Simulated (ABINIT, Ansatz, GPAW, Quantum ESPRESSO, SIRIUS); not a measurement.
## CoO: programs and potentials compared

```xyz
2
Lattice="1.5055 0.8692 2.4399 -1.5055 0.8692 2.4399 0.0000 -1.7384 2.4399" Properties=species:S:1:pos:R:3 pbc="T T T"
Co    0.0000    0.0000    0.0000
O     0.0000    0.0000    3.6599
```

The cell is a database's computed one, not the measured one.

Alike in all runs: task single point; functional PBEsol; k mesh 11 × 11 × 11; occupations fermi-dirac, width 0.05 eV; collinear spin, ferromagnetic start; no spin-orbit coupling. Pressure is positive in compression and, in plane waves, holds the error of the finite cutoff, which Ansatz's Pulay term estimates and takes out.

```tsv
program and potentials	plane-wave cutoff (eV)	notes	pressure (GPa)	net moment per atom (μB)
Ansatz, Ansatz PAW	420	potentials made for PBE, which Ansatz adapts in part; 11.5 valence electrons an atom on average; Pulay term of +0.77 GPa included	-9.13	1.47
Ansatz, all-electron LAPW, scalar-relativistic	-	-	-9.18	1.47
Quantum ESPRESSO, GBRV 1.5 PBEsol	762	11.5 valence electrons an atom on average	-8.81	1.50
SIRIUS, PseudoDojo 0.4.1 PBEsol standard (scalar relativistic)	1307	11.5 valence electrons an atom on average	-9.37	1.49
ABINIT, JTH PAW PBE v2.0	707	potentials made for PBE; 11.5 valence electrons an atom on average	-9.34	1.47
GPAW, PAW data sets generated for this functional	800	7.5 valence electrons an atom on average	-8.27	1.47
```

The pressure spans -9.37 (SIRIUS, PseudoDojo 0.4.1 PBEsol standard (scalar relativistic)) to -8.27 GPa (GPAW, PAW data sets generated for this functional), with all-electron results at -9.18. The net moment per atom spans 1.47 (ABINIT, JTH PAW PBE v2.0) to 1.50 μB (Quantum ESPRESSO, GBRV 1.5 PBEsol), with all-electron results at 1.47. The state is the one that the start led to, which needn't be the lowest.

Differences between rows come from potentials, basis sets and numerical settings, since the functional is the same but for its coding. Runs on potential files found faulty are left out.
